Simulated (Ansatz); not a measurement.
# H19C41: the cost of one run

All numbers below are computed with Ansatz 0.2.0 (DFT PBE, plane waves, PAW, scalar-relativistic, collinear spin).

## 1. Starting point

The cell holds 60 atoms (C41H19): a = 5.049 Å, b = 10.097 Å, c = 17.165 Å, α = 90.00°, β = 90.00°, γ = 90.00°.

The coordinates stand in the first input below.

## 2. Preparing the start

input.yaml

```yaml
accuracy: low
crystal:
  lattice:
    - [5.048742, 0.0, 0.0]
    - [0.0, 10.097485, 0.0]
    - [0.0, 0.0, 17.1647]
  atoms:
    - { symbol: H, position: [0.4277868, 0.0, 0.0582591] }
    - { symbol: H, position: [0.0722132, 0.0, 0.0582591] }
    - { symbol: H, position: [0.9277868, 0.0, 0.0582591] }
    - { symbol: H, position: [0.5722132, 0.0, 0.0582591] }
    - { symbol: H, position: [0.4277868, 0.25, 0.0582591] }
    - { symbol: H, position: [0.0722132, 0.25, 0.0582591] }
    - { symbol: H, position: [0.9277868, 0.25, 0.0582591] }
    - { symbol: H, position: [0.5722132, 0.25, 0.0582591] }
    - { symbol: H, position: [0.4277868, 0.5, 0.0582591] }
    - { symbol: H, position: [0.0722132, 0.5, 0.0582591] }
    - { symbol: H, position: [0.9277868, 0.5, 0.0582591] }
    - { symbol: H, position: [0.5722132, 0.5, 0.0582591] }
    - { symbol: H, position: [0.4277868, 0.75, 0.0582591] }
    - { symbol: H, position: [0.0722132, 0.75, 0.0582591] }
    - { symbol: H, position: [0.9277868, 0.75, 0.0582591] }
    - { symbol: H, position: [0.5722132, 0.75, 0.0582591] }
    - { symbol: C, position: [0.25, 0.0, 0.0952362] }
    - { symbol: C, position: [0.75, 0.0, 0.0952362] }
    - { symbol: C, position: [0.25, 0.25, 0.0952362] }
    - { symbol: C, position: [0.75, 0.25, 0.0952362] }
    - { symbol: C, position: [0.25, 0.5, 0.0952362] }
    - { symbol: C, position: [0.75, 0.5, 0.0952362] }
    - { symbol: C, position: [0.25, 0.75, 0.0952362] }
    - { symbol: C, position: [0.75, 0.75, 0.0952362] }
    - { symbol: C, position: [0.25, 0.125, 0.1472324] }
    - { symbol: C, position: [0.75, 0.125, 0.1472324] }
    - { symbol: C, position: [0.25, 0.375, 0.1472324] }
    - { symbol: C, position: [0.75, 0.375, 0.1472324] }
    - { symbol: C, position: [0.25, 0.625, 0.1472324] }
    - { symbol: C, position: [0.75, 0.625, 0.1472324] }
    - { symbol: C, position: [0.25, 0.875, 0.1472324] }
    - { symbol: C, position: [0.75, 0.875, 0.1472324] }
    - { symbol: C, position: [0.0, 0.125, 0.1992286] }
    - { symbol: C, position: [0.5, 0.125, 0.1992286] }
    - { symbol: C, position: [0.0, 0.375, 0.1992286] }
    - { symbol: C, position: [0.5, 0.375, 0.1992286] }
    - { symbol: C, position: [0.0, 0.625, 0.1992286] }
    - { symbol: C, position: [0.5, 0.625, 0.1992286] }
    - { symbol: C, position: [0.0, 0.875, 0.1992286] }
    - { symbol: C, position: [0.5, 0.875, 0.1992286] }
    - { symbol: C, position: [0.0, 0.0, 0.2512249] }
    - { symbol: C, position: [0.5, 0.0, 0.2512249] }
    - { symbol: C, position: [0.0, 0.25, 0.2512249] }
    - { symbol: C, position: [0.5, 0.25, 0.2512249] }
    - { symbol: C, position: [0.0, 0.5, 0.2512249] }
    - { symbol: C, position: [0.5, 0.5, 0.2512249] }
    - { symbol: C, position: [0.0, 0.75, 0.2512249] }
    - { symbol: C, position: [0.5, 0.75, 0.2512249] }
    - { symbol: C, position: [0.25, 0.0484534, 0.3008908] }
    - { symbol: C, position: [0.75, 0.0484534, 0.3008908] }
    - { symbol: C, position: [0.25, 0.2015466, 0.2799175] }
    - { symbol: C, position: [0.75, 0.2015466, 0.2799175] }
    - { symbol: C, position: [0.25, 0.5484534, 0.3008908] }
    - { symbol: C, position: [0.75, 0.5484534, 0.3008908] }
    - { symbol: C, position: [0.25, 0.7015466, 0.2799175] }
    - { symbol: C, position: [0.75, 0.7015466, 0.2799175] }
    - { symbol: C, position: [0.1784762, 0.6713795, 0.3667236], spin: 1.0 }
    - { symbol: H, position: [-0.0170013, 0.6421857, 0.3876968] }
    - { symbol: H, position: [0.3276154, 0.6016643, 0.3876968] }
    - { symbol: H, position: [0.2267123, 0.770572, 0.3876968] }
magnetization:
  spin_polarized: true
basis:
  ecutwfc: 420.0
kpoints:
  mp_grid: { grid: [2, 1, 1] }
hamiltonian:
  xc: pbe
  pseudopotentials: { kind: paw, azcp: { folder: soft_1 } }
scf:
  occupations: { method: fermi_dirac, width: 0.02 }
  lower_state_search: "off"
relax:
  f_tol: 0.08
  max_steps: 25
  adjacent_minimum: "off"
  constraints:
    - { sites: [0, 1, 2, 3, 4, 5, 6, 7, 8, 9, 10, 11, 12, 13, 14, 15, 16, 17, 18, 19, 20, 21, 22, 23, 24, 25, 26, 27, 28, 29, 30, 31] }
output:
  write_density: true
  write_potential: true
  elf: true
  volumetric_format: npy
```

Started as:

```sh
$ ansatz run input.yaml --threads 2 --pin off --max-ram 5120MiB --backend cpu --events-out ev --progress --plain --runs-dir out
```

What time and memory should one allow on 2 threads of Arm Neoverse V2, shared host?

About 6.1 min, with a peak of 1.8 GiB.
